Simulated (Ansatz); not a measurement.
## CdTe: energy along a strain

CdTe, F-43m, a = 6.410 Å (as given, not relaxed at this level: 4.2 GPa). Ansatz: PBE, PAW, 420 eV, Γ-centred 8×8×8 mesh on 2 atoms, Gaussian smearing 0.05 eV; no spin polarisation. Cell vectors (Å): 0.000 3.205 3.205; 3.205 0.000 3.205; 3.205 3.205 0.000. The cell is strained by x per cent times the pattern (0 0 1 0 0 0) in the order xx yy zz yz xz xy (engineering shears), with fractional coordinates held. y is the free energy over the start, V0 = 32.922 Å³/atom.

| x (%) | y (meV/atom) |
| --- | --- |
| -6.00 | 76.62 |
| -4.50 | 52.75 |
| -3.00 | ? |
| -1.50 | 14.54 |
| 0.00 | 0.00 |
| 1.50 | -11.62 |
| 3.00 | -20.44 |
| 4.50 | -26.54 |
| 5.25 | -28.61 |
| 6.00 | -30.03 |

Q: Fit y = c1 x + c2 x² + c3 x³ to the other rows, get the stiffness along the pattern, and predict the missing energy.

A: Least squares on the rows shown. y = −8.7101 x + 0.64708 x² − 0.0049336 x³. The clamped-ion stiffness p·C·p = 2 × 6.471 eV × 160.2 / 32.922 Å³ = 63 GPa, which is C33 in these axes (C11 of the cubic crystal) (second derivative at the start, which stands under stress). At x = -3.00 the fit asked for gives 32.09 meV/atom. The run gave 32.09 meV/atom, the same to the digits shown.

The energy falls throughout the sampled range as the crystal is stretched along z, and it is still falling at 6.00 %. This is the response of a lattice held smaller than PBE prefers: lengthening the compressed Cd–Te bonds relieves short-range repulsion. The flattening curve doesn't locate the equilibrium lattice constant, since the two lateral axes stay compressed.

The negative cubic term shows ordinary bond anharmonicity, with repulsion stiffening the crystal under compression and the restoring force weakening on extension. The 63 GPa therefore belongs to the compressed cell and probably exceeds the PBE value at zero pressure; it also lies above the measured C11, most likely for the same reason. Holding the fractional coordinates costs nothing here, because strain along a cube axis leaves the zincblende sublattices without a symmetry-allowed internal displacement, unlike a shear that couples to the optical mode. The agreement at the omitted point supports the cubic form as an interpolation, but doesn't test it beyond the sampled strains.
